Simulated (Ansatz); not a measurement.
# K: response to strain

Aim: deform K (z strained by -4 % at fixed volume) and compute stress, forces and field gradients with LAPW, PAW and all-electron datasets made for the crystal.

Computed with Ansatz 0.2.0 (DFT PBE, scalar-relativistic, unless a step's input says otherwise).

1 further run of the same task is left out (set aside as unsound or not needed).

## Step 1: The starting structure

Symmetry: P6_3/mmc, No. 194, hexagonal system. Conventional cell: a = 4.714 Å, b = 4.714 Å, c = 7.702 Å, α = 90.00°, β = 90.00°, γ = 120.00°.

As a file:

```
CELL_PARAMETERS angstrom
4.71401 0.00000 0.00000
-2.35701 4.08246 0.00000
0.00000 0.00000 7.70206
ATOMIC_POSITIONS crystal
K 0.33333 0.66667 0.25000
K 0.66667 0.33333 0.75000
```

Atoms are numbered in the order of the input: K1, K2.

## Step 2: The deformed structure

Space group P6_3/mmc before, P6_3/mmc after.

## Step 3: All-electron LAPW

Input file input.yaml:

```yaml
crystal:
  lattice:
    - [4.8112211123, 0.0, 0.0]
    - [-2.4056105561, 4.1666397064, 0.0]
    - [0.0, 0.0, 7.393980952]
  atoms:
    - { symbol: K, position: [0.3333333333, 0.6666666667, 0.25] }
    - { symbol: K, position: [0.6666666667, 0.3333333333, 0.75] }
kpoints:
  mp_grid: { grid: [12, 12, 6] }
scf:
  occupations: { method: fermi_dirac, width: 0.03 }
hamiltonian:
  xc: pbe
  pseudopotentials: { kind: all_electron, lapw: { basis_error: 0.00025 } }
output:
  forces: true
  stress: true
  eigenvalues: true
```

## Step 4: PAW with frozen cores

input.yaml, as its differences from that of step 3:

```diff
@@ -14,3 +14,3 @@
   xc: pbe
-  pseudopotentials: { kind: all_electron, lapw: { basis_error: 0.00025 } }
+  pseudopotentials: { kind: paw }
 output:
@@ -19 +19,2 @@
   eigenvalues: true
+  efg: { contact_densities: true }
```

## Step 5: All-electron PAW on datasets made for the crystal

input.yaml, as its differences from that of step 4:

```diff
@@ -14,3 +14,3 @@
   xc: pbe
-  pseudopotentials: { kind: paw }
+  pseudopotentials: { kind: all_electron, datasets: crystal }
 output:
```

(Steps that only read results are left out.)

What does the calculation give? Wanted: pressure; largest shear or deviatoric stress.

As calculated:

| quantity | value |
| --- | --- |
| pressure | LAPW 0.00, PAW 0.00, crystal datasets 0.00 GPa |
| largest shear or deviatoric stress (LAPW) | 0.18 GPa |

**Reading.** The largest part of the stress beyond the pressure is 0.18 GPa in size, in the zz component; the atoms are carried along and not relaxed. No run of the undeformed cell stands beside it, so the pressure holds what the given cell had before the change. PAW: stress within 0.01 GPa of LAPW. Crystal datasets: stress within 0.01 GPa of LAPW.
